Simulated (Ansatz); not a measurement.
**Bi under changes of volume**

One of the cells (31.117 Å³/atom); the others are scaled copies at fixed shape and fractional positions:

```
Bi
1.0
    -1.98143    1.98143    1.98143
     1.98143   -1.98143    1.98143
     1.98143    1.98143   -1.98143
Bi
1
Direct
  0.00000 0.00000 0.00000
```

This isn't the form of Bi at room conditions, which is rhombohedral.

```yaml
Program: Ansatz 0.2.0
Functional: BPBE
Potentials_or_basis: Ansatz PAW
Cutoff: "420 eV (not typed: the program's choice for these potentials)"
k_mesh: 9 × 9 × 9
Occupations: fermi-dirac, width 0.05 eV
Spin: no spin polarisation
```

```tsv
volume (Å³/atom)	energy over the lowest point (meV/atom)	pressure (GPa)
29.250	31.47	4.7
29.872	?	?
30.495	5.63	1.9
31.117	0.54	0.7
31.739	0.00	-0.4
32.362	3.47	-1.3
32.984	10.44	-2.2
```

Q: What does the run at 29.872 Å³/atom give?

A: Energy over the lowest point 15.79 meV/atom; pressure 3.3 GPa.

Worked out: A Birch-Murnaghan fit of order 3 (a polynomial in V^(-2/3)) to the other rows has its minimum at 31.51 Å³/atom with B0 = V·E''(V) = 54 GPa and B' = 4.9. It gives 15.72 meV/atom at 29.872 Å³/atom, against the run's 15.79, and -dE/dV = 3.3 GPa, against 3.3.

Energies are extrapolated to zero smearing.

Caveats: the PAW data sets come from PBE, with cores solved anew for the run's functional, which leaves a small shift of forces and pressure.
